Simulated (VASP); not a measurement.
# C (P6_3/mmc) in VASP: vibrations by finite differences with PBE+D3(BJ)

Aim: the vibrations by finite differences of C with PBE+D3(BJ).

Program: VASP 6.6.1. These are calculated values, not measurements. Logs are shortened: lines on timing, memory, paths and dates and some standing lists are left out, and cuts for length are marked.

### 1 The structure

Symmetry: P6_3/mmc, No. 194, hexagonal system. Conventional cell: a = 2.456 Å, b = 2.456 Å, c = 6.696 Å, α = 90.00°, β = 90.00°, γ = 120.00°. Around C (site symmetry -6m2) lie 3 C at 1.42 Å. C (site symmetry -6m2) has 3 C at 1.42 Å as nearest neighbours.

### 2 Vibrations by finite differences, PBE+D3(BJ)

INCAR

```
PREC = Accurate ; ENCUT = 520
EDIFF = 1E-8 ; ISMEAR = 0
SIGMA = 0.02 ; LREAL = F
LASPH = T ; NELM = 100
ALGO = Normal ; ISIF = 2
LWAVE = F ; LCHARG = F
GGA = PE ; IVDW = 12
NBANDS = 16 ; IBRION = 6
NFREE = 2 ; POTIM = 0.015
NSW = 1 ; KPAR = 4
```

KPOINTS

```
Automatic mesh
0
Gamma
  15 15 6
```

POSCAR

```
C
1.0
    2.4560000000      0.0000000000      0.0000000000
   -1.2280000000      2.1269583900      0.0000000000
    0.0000000000      0.0000000000      6.6960000000
C
4
Direct
    0.0000000000      0.0000000000      0.7500000000
    0.0000000000      0.0000000000      0.2500000000
    0.3333333300      0.6666666700      0.7500000000
    0.6666666700      0.3333333300      0.2500000000
```

Potentials or basis: VASP PAW PBE potentials, release 64 (C).

On the command line:

```sh
cat potpaw_PBE.64/C/POTCAR > POTCAR
mpirun -np 4 vasp_std > vasp.out
```

OUTCAR:

```text
PREC = Accurate
   ENCUT = 520
   EDIFF = 1E-8
   ISMEAR = 0
   LREAL = F
   LASPH = T
   NELM = 100
   ISIF = 2
   GGA = PE
   IVDW = 12
   IBRION = 6
   NFREE = 2
   POTIM = 0.015
   NSW = 1
 IVDW          = 12

 ion  position               nearest neighbor table
   1  0.000  0.000  0.750-   3 1.42   3 1.42   3 1.42
   2  0.000  0.000  0.250-   4 1.42   4 1.42   4 1.42
   3  0.333  0.667  0.750-   1 1.42   1 1.42   1 1.42
   4  0.667  0.333  0.250-   2 1.42   2 1.42   2 1.42

  LATTYP: Found a hexagonal cell.
 ALAT       =     2.4560000000
 C/A-ratio  =     2.7263843648

  Lattice vectors:

 A1 = (   2.4560000000,   0.0000000000,   0.0000000000)
 A2 = (  -1.2280000000,   2.1269583900,   0.0000000000)
 A3 = (   0.0000000000,   0.0000000000,   6.6960000000)

Analysis of symmetry for initial positions (statically):
=====================================================================
 Subroutine PRICEL returns:
 Original cell was already a primitive cell.

 Routine SETGRP: Setting up the symmetry group for a
 hexagonal supercell.

 Subroutine GETGRP returns: Found 24 space group operations
 (whereof 12 operations were pure point group operations)
 out of a pool of 24 trial point group operations.

The static configuration has the point symmetry D_3d.
 The point group associated with its full space group is D_6h.

Analysis of symmetry for dynamics (positions and initial velocities):
=====================================================================
 Subroutine PRICEL returns:
 Original cell was already a primitive cell.

 Routine SETGRP: Setting up the symmetry group for a
 hexagonal supercell.

 Subroutine GETGRP returns: Found 24 space group operations
 (whereof 12 operations were pure point group operations)
 out of a pool of 24 trial point group operations.

The dynamic configuration has the point symmetry D_3d.
 The point group associated with its full space group is D_6h.

 Subroutine INISYM returns: Found 24 space group operations
 (whereof 12 operations are pure point group operations),
 and found     1 'primitive' translations

----------------------------------------------------------------------------------------

                                     Primitive cell
[... 137 lines left out ...]

 Free energy of the ion-electron system (eV)
  ---------------------------------------------------
  ext. energy  EPLUGINS =         0.00000000
  ---------------------------------------------------
  free energy    TOTEN  =       -36.83428582 eV

  energy without entropy =      -36.83410831  energy(sigma->0) =      -36.83419707

------------------------ aborting loop because EDIFF is reached ----------------------------------------

 Edisp (eV)   -0.62732

 E8    (eV) :    -0.1778
[... 327 lines left out ...]
--------------------------------------- Ionic step        9  -------------------------------------------

 number of electron      15.9999994 magnetization

 Free energy of the ion-electron system (eV)
  ---------------------------------------------------
  ext. energy  EPLUGINS =         0.00000000
  ---------------------------------------------------
  free energy    TOTEN  =       -36.83239087 eV

  energy without entropy =      -36.83221406  energy(sigma->0) =      -36.83230247

 E-fermi :   4.7563     XC(G=0): -10.3602

 val. band max:        4.7514168313   @ k =   0.3333   0.3333   0.5000
 cond. band min:       4.7572699247   @ k =   0.3333   0.3333   0.5000
 fundamental gap:      0.0058530934
 Fermi energy:         4.7562675439

 k-point     1 :       0.0000    0.0000    0.0000
  band No.  band energies     occupation
      1     -14.9793      2.00000
      2     -14.6757      2.00000
      3      -3.8311      2.00000
      4      -1.8505      2.00000
      5       1.7503      2.00000
      6       1.7503      2.00000
[... 433 lines left out ...]
      3      -7.9819      2.00000
      4      -7.9136      2.00000
      5      -4.1526      2.00000
      6      -4.0484      2.00000
[... 8 lines left out ...]
     15      16.9266      0.00000
     16      16.9465      0.00000

 [... further k-points ...]

------------------------ aborting loop because EDIFF is reached ----------------------------------------

 Edisp (eV)   -0.62733

 E8    (eV) :    -0.1778
[... 27 lines left out ...]
  FREE ENERGIE OF THE ION-ELECTRON SYSTEM (eV)
  ---------------------------------------------------
  free  energy   TOTEN  =       -37.4597192444 eV

  energy  without entropy=      -37.4595424335  energy(sigma->0) =      -37.45963084

 INTERNAL STRAIN TENSORS FROM DISPLACED ATOMS
 ============================================

 INTERNAL STRAIN TENSOR FOR ION    1 for displacements in x,y,z  (eV/Angst):
          X           Y           Z          XY          YZ          ZX
  --------------------------------------------------------------------------------
  x     0.00000     0.00000     0.00000   -11.15711     0.00000     0.00000
  y   -11.15711    11.15711     0.00000     0.00000     0.00000     0.00000
  z    -0.00000     0.00000     0.00000     0.00000    -0.00000     0.00000

 INTERNAL STRAIN TENSOR FOR ION    4 for displacements in x,y,z  (eV/Angst):
          X           Y           Z          XY          YZ          ZX
  --------------------------------------------------------------------------------
  x     0.00000    -0.00000     0.00000   -11.44062     0.00000     0.00000
  y   -11.44062    11.44062     0.00000     0.00000     0.00000     0.00000
  z    -0.00000     0.00000     0.00000     0.00000    -0.00000     0.00000

 Eigenvectors and eigenvalues of the dynamical matrix
 ----------------------------------------------------

   1 f  =   46.955865 THz   295.032399 2PiTHz 1566.279054 cm-1   194.193765 meV
             X         Y         Z           dx          dy          dz
      0.000000  0.000000  5.022000    -0.500007    0.000000    0.000000
      0.000000  0.000000  1.674000    -0.500007    0.000000   -0.000000
     -0.000000  1.417972  5.022000     0.499993   -0.000000   -0.000000
      1.228000  0.708986  1.674000     0.499993   -0.000000    0.000000
[... 71 lines left out ...]
  12 f/i=    1.015253 THz     6.379024 2PiTHz   33.865200 cm-1     4.198748 meV
             X         Y         Z           dx          dy          dz
      0.000000  0.000000  5.022000    -0.499541    0.000061   -0.000000
      0.000000  0.000000  1.674000     0.499541   -0.000061   -0.000000
     -0.000000  1.417972  5.022000    -0.500459    0.000062   -0.000000
      1.228000  0.708986  1.674000     0.500459   -0.000062   -0.000000

 ELASTIC MODULI CONTR FROM IONIC RELAXATION (kBar)
 Direction    XX          YY          ZZ          XY          YZ          ZX
 --------------------------------------------------------------------------------
 XX        -216.8067    216.8067     -0.0000      0.0000      0.0000      0.0000
 YY         216.8067   -216.8067      0.0000     -0.0000     -0.0000      0.0000
 ZZ          -0.0000      0.0000     -0.0000      0.0000      0.0000      0.0000
 XY           0.0000     -0.0000      0.0000   -216.8067     -0.0000      0.0000
 YZ           0.0000     -0.0000      0.0000     -0.0000     -0.0000      0.0000
 ZX           0.0000      0.0000      0.0000      0.0000      0.0000      0.0000
 --------------------------------------------------------------------------------
```

OSZICAR:

```text
N       E                     dE             d eps       ncg     rms          rms(c)
DAV:   1     0.328707740419E+02    0.32871E+02   -0.80516E+03  3480   0.927E+02
DAV:   2    -0.366105525591E+02   -0.69481E+02   -0.62758E+02  4856   0.189E+02
DAV:   3    -0.392559000983E+02   -0.26453E+01   -0.26314E+01  4480   0.343E+01
[... 14 lines left out ...]
DAV:   3    -0.368323818702E+02    0.23281E-03   -0.74469E-04  5832   0.233E-01    0.371E-02
DAV:   4    -0.368323907709E+02   -0.89007E-05   -0.14287E-04  5616   0.883E-02    0.163E-02
DAV:   5    -0.368323903324E+02    0.43847E-06   -0.73225E-06  6424   0.257E-02    0.763E-03
DAV:   6    -0.368323907737E+02   -0.44133E-06   -0.14998E-06  5600   0.113E-02    0.191E-03
DAV:   7    -0.368323908636E+02   -0.89873E-07   -0.27340E-07  5376   0.416E-03    0.578E-04
DAV:   8    -0.368323908734E+02   -0.97862E-08   -0.13345E-08  5400   0.920E-04
   9 F= -.37459719E+02 E0= -.37459631E+02  d E =-.176811E-03
```

stdout:

```text
POSCAR found type information on POSCAR C
 POSCAR found :  1 types and       4 ions
 scaLAPACK will be used
 LDA part: xc-table for (Slater+PW92), standard interpolation
 POSCAR, INCAR and KPOINTS ok, starting setup
 FFT: planning ... GRIDC
 FFT: planning ... GRID_SOFT
 FFT: planning ... GRID
 WAVECAR not read
 entering main loop
 Found     4 degrees of freedom:
 Finite differences POTIM= 0.01500 DOF=   4
 bond charge predicted
 Finite differences progress:
 bond charge predicted
 Finite differences progress:
 bond charge predicted
 Finite differences progress:
 bond charge predicted
 Finite differences progress:
 bond charge predicted
 Finite differences progress:
 bond charge predicted
 Finite differences progress:
 bond charge predicted
 Finite differences progress:
 bond charge predicted
 Finite differences progress:
```

Run time: 3.7 min. Hardware: 4 MPI ranks of Intel Xeon Platinum 8488C (Sapphire Rapids), shared host; peak memory 0.42 GiB.

What came out:

- Highest phonon frequency at Γ: 1566 cm⁻¹
- Most unstable mode: 34i cm⁻¹
- Dispersion energy per atom: -0.157 eV

Phonon frequencies in cm⁻¹ (negative: imaginary):
```csv
q point,frequencies
"(0.000, 0.000, 0.000)",-34 -34 0 0 0 113 860 868 1563 1563 1566 1566
```

Caveat: some modes are imaginary.
